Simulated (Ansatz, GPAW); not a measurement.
# A Pt chain with two P atoms in line: relaxation, then transmission at several levels, part 4 of 4

Wanted: T(E) of a Pt chain with two P atoms in line at a relaxed geometry in two programs, beside the unrelaxed structure.

GPAW 26.7.0 and Ansatz 0.2.0; Ansatz plane waves; relaxation of the junction with the lead ends held (the session's first sound run).

So far, transmission at the Fermi level (one spin): step 3 (plane-wave reference (PBE)) 1.32; step 5 (single-zeta polarised basis, PBE, GPAW) 1.13; step 6 (GPAW, sz: basis = "sz(dzp)", PBE, GPAW) 1.29; step 7 (LDA in the dzp basis: xc = "LDA") 1.20; step 8 (without the relaxation: geometry = "as built", PBE, GPAW) 2.34.

## (11) Mixing 0.02

Mixing changes the road to self-consistency, not its end. The mixing history changes the road to self-consistency, not its end.

This step: GPAW LCAO, PAW setups; Landauer transmission from Green's functions with principal layers (ASE), zero bias (GPAW 26.7.0).

The input, run.py:

```python
import json
import numpy as np
from ase import Atoms
from ase.transport.calculators import TransportCalculator
from gpaw import GPAW, FermiDirac
from gpaw.lcao.tools import get_lcao_hamiltonian
from scipy.linalg import eigh

# The junction with lead layers at both ends, along the third cell vector
device = Atoms(
    ['Pt', 'Pt', 'Pt', 'Pt', 'Pt', 'Pt', 'Pt', 'Pt', 'P', 'P', 'Pt', 'Pt', 'Pt', 'Pt', 'Pt', 'Pt', 'Pt', 'Pt'],
    positions=[
        [4.50000, 4.50000, 1.20000],
        [4.50000, 4.50000, 3.60000],
        [4.50000, 4.50000, 6.00000],
        [4.50000, 4.50000, 8.40000],
        [4.50000, 4.50000, 10.80000],
        [4.50000, 4.50000, 13.20000],
        [4.78315, 4.02418, 15.60536],
        [4.39722, 4.68462, 18.03764],
        [4.48483, 4.42511, 20.23189],
        [4.52441, 4.56819, 22.23023],
        [4.31571, 4.38339, 24.42431],
        [4.97154, 4.77381, 26.85662],
        [4.50000, 4.50000, 29.26380],
        [4.50000, 4.50000, 31.66380],
        [4.50000, 4.50000, 34.06380],
        [4.50000, 4.50000, 36.46380],
        [4.50000, 4.50000, 38.86380],
        [4.50000, 4.50000, 41.26380]],
    cell=[[9.0, 0.0, 0.0], [0.0, 9.0, 0.0], [0.0, 0.0, 42.4638]],
    pbc=True)

# One principal layer of the lead: the first 5 atoms of the device
lead = Atoms(
    ['Pt', 'Pt', 'Pt', 'Pt', 'Pt'],
    positions=[
        [4.50000, 4.50000, 1.20000],
        [4.50000, 4.50000, 3.60000],
        [4.50000, 4.50000, 6.00000],
        [4.50000, 4.50000, 8.40000],
        [4.50000, 4.50000, 10.80000]],
    cell=[[9.0, 0.0, 0.0], [0.0, 9.0, 0.0], [0.0, 0.0, 12.0]],
    pbc=True)

settings = dict(mode='lcao', basis='dzp', xc='PBE', h=0.2,
                occupations=FermiDirac(0.1), maxiter=250,
                mixer=dict(beta=0.02, nmaxold=3, weight=100.0),
                convergence=dict(density=0.0001))
energies = np.arange(-2, 2 + 1e-9, 0.025)
eta = 0.0001
n1, n2 = 1, 1
# k and -k transmit alike, so half of the mesh across the current serves
mesh = [(i, j) for i in range(n1) for j in range(n2) if (i, j) <= (-i % n1, -j % n2)]
weights = np.array([1 if (i, j) == (-i % n1, -j % n2) else 2 for i, j in mesh]) / (n1 * n2)

# [... helper functions left out ...]
fermi_lead = ground_state(lead, (1, 1, 10), 'lead.txt')
fermi_device = ground_state(device, (1, 1, 2), 'device.txt')
# [... loop over the mesh left out, but for ...]
        # Shift the lead onto the potential of the device's first layer
        shift = ((H[:, 0, 0] - H0[:, 0, 0]) / S0[0, 0]).real.mean()
# [...]
kT = 8.617333e-5 * 300
bias = [0.1, 0.2, 0.5, 1.0, 1.5, 2.0]
# [... integrals and printing left out ...]
```

Launch:

```
$ OMP_NUM_THREADS=1 OPENBLAS_NUM_THREADS=1 python run.py
```

Log:

```text
basis functions: device 458, principal layer 135
Fermi level: lead -4.5361 eV, device -4.5253 eV; lead shifted by -0.0012 eV
largest coupling past the next layer 8.09e-06 eV, largest misfit of the first layer 0.205 eV
  E-E_F (eV)   T (one spin)  [channel counts left out]
    -2.000    2.1615e+00
    -1.975    2.1386e+00
    -1.950    2.1168e+00
    -1.925    2.0962e+00
    -1.900    2.0768e+00
    -1.875    2.0586e+00
    -1.850    2.0416e+00
    -1.825    2.0256e+00
    -1.800    2.0107e+00
    -1.775    1.9969e+00
    -1.750    1.9841e+00
    -1.725    1.9723e+00
    -1.700    1.9613e+00
    -1.675    1.9510e+00
    -1.650    1.9407e+00
    -1.625    1.9295e+00
[...]
1.825    9.8214e-01
     1.850    8.4636e-01
     1.875    4.8438e-01
     1.900    5.1640e-02
     1.925    1.0178e-02
     1.950    1.1314e-01
     1.975    2.3087e-01
     2.000    3.2763e-01
conductance at 300 K: 1.2011 G0 a cell; thermopower 21.4 uV/K
current from the zero-bias T(E) at 0.1 V: 9.3569 uA
current from the zero-bias T(E) at 0.2 V: 19.029 uA
current from the zero-bias T(E) at 0.5 V: 52.327 uA
current from the zero-bias T(E) at 1.0 V: 99.118 uA
current from the zero-bias T(E) at 1.5 V: 148.98 uA
current from the zero-bias T(E) at 2.0 V: 205.56 uA
```

Wall time 11 min (1 thread of Arm Neoverse V1, shared host); peak memory 1.4 GiB.

This step gave:

| Item | Value |
| --- | --- |
| conductance | 1.201 G₀ |
| thermopower | 21.40 μV/K |
| largest misfit of the first principal layer | 0.2048 eV |
| shift that aligns the lead | -0.001227 eV |
| transmission at the Fermi level (one spin) | 1.185 |

One spin. The transmission, zone mean by energy, zero at the Fermi level:

```tsv
energy (eV)	transmission, zone mean
-2.000	2.16
-1.900	2.08
-1.800	2.01
-1.700	1.96
-1.600	1.91
-1.500	1.97
-1.400	2.09
-1.300	2.18
-1.200	2.31
-1.100	2.48
-1.000	2.58
-0.925	2.62
-0.900	2.62
-0.800	2.49
-0.700	2.31
-0.600	2.13
-0.500	2.12
-0.400	1.65
-0.300	1.82
-0.250	2.78
-0.200	2.43
-0.100	1.61
0.000	1.18
0.100	0.907
0.200	0.702
0.300	0.567
0.400	0.493
0.500	0.434
0.600	0.384
0.700	0.327
0.800	0.347
0.900	0.384
1.000	0.420
1.100	0.458
1.200	0.501
1.300	0.550
1.400	0.606
1.500	0.672
1.600	0.753
1.700	0.862
1.800	0.995
1.900	0.0516
2.000	0.328
```

Not self-consistent under bias; the bias window is split evenly. Current through one cell, from the zero-bias transmission against bias:

```tsv
bias (V)	current through one cell, from the zero-bias transmission (μA)
0.100	9.36
0.200	19.0
0.500	52.3
1.000	99.1
1.500	149
2.000	206
```

Table of transmission of the three most open eigenchannels by energy, zero at the Fermi level:

```tsv
energy (eV)	channel 1	channel 2	channel 3
-2.000	0.997	0.678	0.486
-1.900	0.980	0.596	0.501
-1.800	0.931	0.553	0.527
-1.700	0.857	0.564	0.541
-1.600	0.757	0.612	0.545
-1.500	0.711	0.667	0.594
-1.400	0.735	0.708	0.642
-1.300	0.794	0.696	0.691
-1.200	0.852	0.733	0.727
-1.100	0.900	0.841	0.735
-1.000	0.939	0.923	0.719
-0.900	0.979	0.977	0.664
-0.800	0.996	0.996	0.494
-0.700	0.990	0.984	0.333
-0.600	0.944	0.888	0.302
-0.500	0.966	0.893	0.265
-0.400	0.835	0.690	0.121
-0.300	0.869	0.720	0.228
-0.200	0.937	0.824	0.666
-0.100	0.741	0.523	0.350
0.000	0.645	0.335	0.204
0.100	0.589	0.199	0.118
0.200	0.543	0.0994	0.0602
0.300	0.537	0.0206	0.00867
0.400	0.486	0.00367	0.00317
0.500	0.431	0.00130	9.6e-4
0.600	0.383	4.0e-4	1.7e-4
0.700	0.327	4.6e-5	7.2e-6
0.800	0.347	5.0e-10	0
0.900	0.384	5.0e-10	0
1.000	0.420	5.0e-10	0
1.100	0.458	5.0e-10	0
1.200	0.501	5.0e-10	0
1.300	0.550	5.1e-10	0
1.400	0.606	5.1e-10	0
1.500	0.672	5.1e-10	0
1.600	0.753	5.0e-10	0
1.700	0.862	5.0e-10	0
1.800	0.995	4.9e-10	0
1.900	0.0516	9.5e-10	0
2.000	0.328	5.2e-10	0
```

The conductance equals that of the dzp run to 0.2 %.

## (12) What came out

```yaml
conductance: 1.20 G₀
transmission_at_the_fermi_level_mean_of_the_spins: 1.19
thermopower: 21.4 μV/K
```

What this shows: In the dzp basis the junction conducts 1.20 G₀ at 300 K, with T = 1.19 a spin at the Fermi level; the sz basis reaches that conductance within 10 %. Relaxation moved atoms by up to 0.55 Å and took the conductance from 2.33 to 1.20 G₀, as a ratio a larger change than the step from dzp to the minimal basis. Plane waves (PBE) give T = 1.32 there. At the Fermi level the three most open eigenchannels pass 0.65, 0.34 and 0.20. The positive thermopower says that the thermally weighted transmission is larger below the Fermi level, as for hole-like transport. Measured against the first run (pw-pbe), the nearest curve is that of dzp (r.m.s. 0.24) and the farthest that of asbuilt (0.54). Over the compared runs wall time goes from 128 s (sz) to 304 s (dzp), on a shared host; the plane-wave run used 4 threads and the orbital runs 1. The leads kept an estimated spacing and the cell its length, so the junction may be under some tension or compression. The run had no spin polarisation, so a magnetic state, which chains and small molecules with open shells often have, wasn't tested. Spin-orbit coupling is left out, which matters for the heavy atoms here. An evenly spaced straight chain is an idealisation: free chains tend to dimerise, zigzag or, where a band edge lies near the Fermi level, turn magnetic. The currents use the zero-bias T(E) throughout, which holds only while the bias is small against the distance to the nearest feature.

[Logs are printed without paths, hosts, clocks, repeated set-up lines and the standing remarks that a program may print on its own settings, such as how far it seeks lower states.]

[Hosts, paths, dates, database ids (printed as entryN), source tags and the programs' standing remarks are cut or masked in the printed files.]
